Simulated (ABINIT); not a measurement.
# ZrB2 (P6/mmm) in ABINIT: single point with PBE

Aim: the single point of ZrB2 with PBE.

All numbers are computed with ABINIT 10.8.3 (patched build); they aren't measurements. Logs are shortened: lines on timing, memory, paths and dates and some standing lists are left out, and cuts for length are marked. The log counts tension as positive stress, the text compression.

## (1) The crystal as given

The structure is hexagonal, space group P6/mmm (No. 191). Conventional cell: a = 3.170 Å, b = 3.170 Å, c = 3.533 Å, α = 90.00°, β = 90.00°, γ = 120.00°. Around Zr (site symmetry 6/mmm) lie 12 B at 2.54 Å. B (site symmetry -6m2) is surrounded by 3 B at 1.83 Å.

## (2) Single point, PBE

Input file run.abi:

```
pp_dirpath "./"
pseudos "Zr.upf, B.upf"

acell 3*1.0 Angstrom
rprim
     3.1700000000     0.0000000000     0.0000000000
    -1.5850000000     2.7453005300     0.0000000000
     0.0000000000     0.0000000000     3.5330000000
ntypat 2
znucl 40 5
natom 3
typat 1 2 2
xred
     0.0000000000     0.0000000000     0.0000000000
     0.6666666667     0.3333333333     0.5000000000
     0.3333333333     0.6666666667     0.5000000000

ecut 761.918815 eV

kptopt 1
ngkpt 8 8 6
nshiftk 1
shiftk 0.0 0.0 0.0

ixc 11

nband 13
occopt 3
tsmear 0.05 eV

nstep 100
tolvrs 1.0e-10

iomode 3
prtwf 0
prtden 0
prteig 0
prtebands 0
enunit 2
```

Potentials or basis: PseudoDojo NC SR PBE v0.4.1 standard.

The run is started by

```bash
> mpirun --bind-to none -np 4 abinit run.abi > log 2>&1
```

run.abo:

```text
.Version 10.8.3 of ABINIT
 Symmetries : space group P6/m m m (#191); Bravais hP (primitive hexag.)
================================================================================
 Values of the parameters that define the memory need of the present run
     intxc =       0    ionmov =       0      iscf =       7    lmnmax =       6
     lnmax =       6     mgfft =      32  mpssoang =       3    mqgrid =    3001
     natom =       3  nloc_mem =       1    nspden =       1   nspinor =       1
    nsppol =       1      nsym =      24    n1xccc =    2501    ntypat =       2
    occopt =       3   xclevel =       2
       mpw =        1480          nfft =       28800          nkpt =          40
================================================================================
================================================================================

--------------------------------------------------------------------------------
------------- Echo of variables that govern the present computation ------------
--------------------------------------------------------------------------------
 -outvars: echo values of preprocessed input variables --------
            acell      1.8897261259E+00  1.8897261259E+00  1.8897261259E+00 Bohr
              amu      9.12240000E+01  1.08110000E+01
             ecut      2.80000000E+01 Hartree
           enunit           2
              ixc          11
         kptrlatt        8    0    0      0    8    0      0    0    6
          kptrlen      4.00584144E+01
            natom           3
            nband          13
            ngfft          30      30      32
             nkpt          40
            nstep         100
             nsym          24
           ntypat           2
           occopt           3
           prtden           0
        prtebands           0
           prteig           0
            prtwf           0
            rprim      3.1700000000E+00  0.0000000000E+00  0.0000000000E+00
                      -1.5850000000E+00  2.7453005300E+00  0.0000000000E+00
                       0.0000000000E+00  0.0000000000E+00  3.5330000000E+00
          spgroup         191
           tolvrs      1.00000000E-10
           tsmear      1.83746611E-03 Hartree
            typat      1  2  2
           xangst      0.0000000000E+00  0.0000000000E+00  0.0000000000E+00
                       1.5850000000E+00  9.1510017667E-01  1.7665000000E+00
                       1.1787570141E-16  1.8302003533E+00  1.7665000000E+00
            xcart      0.0000000000E+00  0.0000000000E+00  0.0000000000E+00
                       2.9952159096E+00  1.7292887117E+00  3.3382012014E+00
                       2.2275279257E-16  3.4585774233E+00  3.3382012014E+00
             xred      0.0000000000E+00  0.0000000000E+00  0.0000000000E+00
                       6.6666666667E-01  3.3333333333E-01  5.0000000000E-01
                       3.3333333333E-01  6.6666666667E-01  5.0000000000E-01
            znucl       40.00000    5.00000

================================================================================

 chkinp: Checking input parameters for consistency.

================================================================================
== DATASET  1 ==================================================================

--- !DatasetInfo
iteration_state: {dtset: 1, }
dimensions: {natom: 3, nkpt: 40, mband: 13, nsppol: 1, nspinor: 1, nspden: 1, mpw: 1480, }
cutoff_energies: {ecut:  28.0, pawecutdg:  -1.0, }
electrons: {nelect:   1.80000000E+01, charge:   0.00000000E+00, occopt:   3.00000000E+00, tsmear:   1.83746611E-03, }
meta: {optdriver: 0, ionmov: 0, optcell: 0, iscf: 7, paral_kgb: 0, }
...

 Exchange-correlation functional for the present dataset will be:
  GGA: Perdew-Burke-Ernzerhof functional - ixc=11
  J.P.Perdew, K.Burke, M.Ernzerhof, PRL 77, 3865 (1996)

 Real(R)+Recip(G) space primitive vectors, cartesian coordinates (Bohr,Bohr^-1):
 R(1)=  5.9904318  0.0000000  0.0000000  G(1)=  0.1669329  0.0963787  0.0000000
 R(2)= -2.9952159  5.1878661  0.0000000  G(2)=  0.0000000  0.1927575  0.0000000
 R(3)=  0.0000000  0.0000000  6.6764024  G(3)=  0.0000000  0.0000000  0.1497813
 Unit cell volume ucvol=  2.0748629E+02 bohr^3
 Angles (23,13,12)=  9.00000000E+01  9.00000000E+01  1.20000000E+02 degrees

 getcut: wavevector=  0.0000  0.0000  0.0000  ngfft=  30  30  32
         ecut(hartree)=     28.000   => boxcut(ratio)=   2.01216

--- Pseudopotential description ------------------------------------------------
- pspini: atom type   1  psp file is ./Zr.upf
12 -101130 2 -1 1622                          pspcod,pspxc,lmax,lloc,mmax
     nproj     2     2     2

- pspini: atom type   2  psp file is ./B.upf
12 -101130 1 -1 1534                          pspcod,pspxc,lmax,lloc,mmax
     nproj     2     2     0

   4.60361422E+02                                ecore*ucvol(ha*bohr**3)
--------------------------------------------------------------------------------

================================================================================

--- !BeginCycle
iteration_state: {dtset: 1, }
solver: {iscf: 7, nstep: 100, nline: 4, wfoptalg: 0, }
tolerances: {tolvrs: 1.00E-10, }
...

     iter   Etot(hartree)      deltaE(h)  residm     vres2
 ETOT  1  -56.523008532487    -5.652E+01 7.550E-02 3.357E+02
 ETOT  2  -56.581890234673    -5.888E-02 3.762E-02 1.371E+02
 ETOT  3  -56.613233415226    -3.134E-02 1.915E-02 1.079E-01
 ETOT  4  -56.613293642263    -6.023E-05 8.445E-03 5.310E-03
 ETOT  5  -56.613294985937    -1.344E-06 7.907E-03 6.011E-06
 ETOT  6  -56.613294990206    -4.269E-09 1.156E-03 2.312E-07
 ETOT  7  -56.613294990299    -9.284E-11 9.701E-04 3.343E-09
 ETOT  8  -56.613294990302    -2.863E-12 9.104E-04 1.011E-10
 ETOT  9  -56.613294990302    -6.395E-13 1.168E-03 5.348E-13

 At SCF step    9       vres2   =  5.35E-13 < tolvrs=  1.00E-10 =>converged.

 Cartesian components of stress tensor (hartree/bohr^3)
  sigma(1 1)=  2.89349964E-05  sigma(3 2)=  0.00000000E+00
  sigma(2 2)=  2.89349964E-05  sigma(3 1)=  0.00000000E+00
  sigma(3 3)=  8.33381779E-06  sigma(2 1)=  0.00000000E+00

--- !ResultsGS
iteration_state: {dtset: 1, }
comment   : Summary of ground state results
lattice_vectors:
- [  5.9904318,   0.0000000,   0.0000000, ]
- [ -2.9952159,   5.1878661,   0.0000000, ]
- [  0.0000000,   0.0000000,   6.6764024, ]
lattice_lengths: [   5.99043,    5.99043,    6.67640, ]
lattice_angles: [ 90.000,  90.000, 120.000, ] # degrees, (23, 13, 12)
lattice_volume:   2.0748629E+02
convergence: {deltae: -6.395E-13, res2:  5.348E-13, residm:  1.168E-03, diffor: null, }
etotal    :  -5.66132950E+01
entropy   :   0.00000000E+00
fermie    :   4.65305459E-01
cartesian_stress_tensor: # hartree/bohr^3
- [  2.89349964E-05,   0.00000000E+00,   0.00000000E+00, ]
- [  0.00000000E+00,   2.89349964E-05,   0.00000000E+00, ]
- [  0.00000000E+00,   0.00000000E+00,   8.33381779E-06, ]
pressure_GPa:  -6.4926E-01
xred      :
- [  0.0000E+00,   0.0000E+00,   0.0000E+00, Zr]
- [  6.6667E-01,   3.3333E-01,   5.0000E-01,  B]
- [  3.3333E-01,   6.6667E-01,   5.0000E-01,  B]
cartesian_forces: # hartree/bohr
- [ -2.34109899E-31,  -1.35163413E-31,  -0.00000000E+00, ]
- [ -9.36439595E-31,   2.70326826E-31,  -0.00000000E+00, ]
- [  1.17054949E-30,  -1.35163413E-31,  -0.00000000E+00, ]
force_length_stats: {min:   2.70326826E-31, max:   1.17832732E-30, mean:   8.07777125E-31, }
...

 Integrated electronic density in atomic spheres:
 ------------------------------------------------
 Atom  Sphere_radius  Integrated_density
    1        2.00000          8.42717168
    2        2.00000          2.63453709
    3        2.00000          2.63453709
================================================================================

 ----iterations are completed or convergence reached----

 Mean square residual over all n,k,spin=   59.732E-07; max=  11.684E-04
 reduced coordinates (array xred) for    3 atoms
       0.000000000000      0.000000000000      0.000000000000
       0.666666666667      0.333333333333      0.500000000000
       0.333333333333      0.666666666667      0.500000000000
 rms dE/dt=  3.7105E-30; max dE/dt=  4.2073E-30; dE/dt below (all hartree)
    1       0.000000000000      0.000000000000      0.000000000000
    2       0.000000000000     -0.000000000000      0.000000000000
    3      -0.000000000000      0.000000000000      0.000000000000

 cartesian coordinates (angstrom) at end:
    1      0.00000000000000     0.00000000000000     0.00000000000000
    2      1.58500000000000     0.91510017666667     1.76650000000000
    3      0.00000000000000     1.83020035333333     1.76650000000000

 cartesian forces (hartree/bohr) at end:
    1     -0.00000000000000    -0.00000000000000    -0.00000000000000
    2     -0.00000000000000     0.00000000000000    -0.00000000000000
    3      0.00000000000000    -0.00000000000000    -0.00000000000000
 frms,max,avg= 5.1763646E-31 1.1705495E-30   0.000E+00  0.000E+00  0.000E+00 h/b

 cartesian forces (eV/Angstrom) at end:
    1     -0.00000000000000    -0.00000000000000    -0.00000000000000
    2     -0.00000000000000     0.00000000000000    -0.00000000000000
    3      0.00000000000000    -0.00000000000000    -0.00000000000000
 frms,max,avg= 2.6617937E-29 6.0192075E-29   0.000E+00  0.000E+00  0.000E+00 e/A
 length scales=  1.889726125908  1.889726125908  1.889726125908 bohr
              =  1.000000000000  1.000000000000  1.000000000000 angstroms
 Fermi (or HOMO) energy (hartree) =   0.46531   Average Vxc (hartree)=  -0.46469
 Eigenvalues (hartree) for nkpt=  40  k points:
 kpt#   1, nband= 13, wtk=  0.00260, kpt=  0.0000  0.0000  0.0000 (reduced coord)
  -1.32759   -0.52606   -0.50560   -0.50560   -0.00816    0.36318    0.36318    0.36520
   0.37363    0.58492    0.58492    0.61331    0.61333
      occupation numbers for kpt#   1
   2.00000    2.00000    2.00000    2.00000    2.00000    2.00000    2.00000    2.00000
   2.00000    0.00000    0.00000    0.00000    0.00000
 prteigrs : prtvol=0 or 1, do not print more k-points.

 Fermi (or HOMO) energy (eV) =  12.66161   Average Vxc (eV)= -12.64495
 Eigenvalues (   eV  ) for nkpt=  40  k points:
 kpt#   1, nband= 13, wtk=  0.00260, kpt=  0.0000  0.0000  0.0000 (reduced coord)
 -36.12563  -14.31492  -13.75804  -13.75804   -0.22203    9.88253    9.88253    9.93773
  10.16710   15.91643   15.91643   16.68901   16.68954
 prteigrs : prtvol=0 or 1, do not print more k-points.

--- !EnergyTerms
iteration_state     : {dtset: 1, }
comment             : Components of total free energy in Hartree
kinetic             :  1.85834725820642E+01
hartree             :  6.19608439411674E+00
xc                  : -1.25670075147091E+01
Ewald energy        : -4.82953939517116E+01
psp_core            :  2.21875591180550E+00
local_psp           : -2.81367547591780E+01
non_local_psp       :  5.38763269196589E+00
internal            : -5.66132106456464E+01
'-kT*entropy'       : -8.43446560432489E-05
total_energy        : -5.66132949903024E+01
total_energy_eV     : -1.54052623663878E+03
band_energy         : -3.10128716434094E+00
...

 Cartesian components of stress tensor (hartree/bohr^3)
  sigma(1 1)=  2.89349964E-05  sigma(3 2)=  0.00000000E+00
  sigma(2 2)=  2.89349964E-05  sigma(3 1)=  0.00000000E+00
  sigma(3 3)=  8.33381779E-06  sigma(2 1)=  0.00000000E+00

-Cartesian components of stress tensor (GPa)         [Pressure= -6.4926E-01 GPa]
- sigma(1 1)=  8.51296986E-01  sigma(3 2)=  0.00000000E+00
- sigma(2 2)=  8.51296985E-01  sigma(3 1)=  0.00000000E+00
- sigma(3 3)=  2.45189384E-01  sigma(2 1)=  0.00000000E+00

== END DATASET(S) ==============================================================
================================================================================

 -outvars: echo values of variables after computation  --------
            acell      1.8897261259E+00  1.8897261259E+00  1.8897261259E+00 Bohr
           etotal     -5.6613294990E+01
            fcart     -2.3410989882E-31 -1.3516341310E-31 -0.0000000000E+00
                      -9.3643959528E-31  2.7032682621E-31 -0.0000000000E+00
                       1.1705494941E-30 -1.3516341310E-31 -0.0000000000E+00
            rprim      3.1700000000E+00  0.0000000000E+00  0.0000000000E+00
                      -1.5850000000E+00  2.7453005300E+00  0.0000000000E+00
                       0.0000000000E+00  0.0000000000E+00  3.5330000000E+00
           strten      2.8934996426E-05  2.8934996400E-05  8.3338177875E-06
                       0.0000000000E+00  0.0000000000E+00  0.0000000000E+00
           xangst      0.0000000000E+00  0.0000000000E+00  0.0000000000E+00
                       1.5850000000E+00  9.1510017667E-01  1.7665000000E+00
                       1.1787570141E-16  1.8302003533E+00  1.7665000000E+00
             xred      0.0000000000E+00  0.0000000000E+00  0.0000000000E+00
                       6.6666666667E-01  3.3333333333E-01  5.0000000000E-01
                       3.3333333333E-01  6.6666666667E-01  5.0000000000E-01
 Calculation completed.
```

Wall time 3.6 s (4 MPI ranks of AMD EPYC 9R45 (Zen 5), shared host); peak memory 0.24 GiB.

Results:

```
Free energy                                           : -1540.5262 eV
Band gap on the k mesh                                : none (metal or under the smearing width)
Valence electrons inside the program's atomic spheres : Zr 8.43; B 2.63
```

Caveat: the cutoff is too short for stress, so the log's stress isn't used.
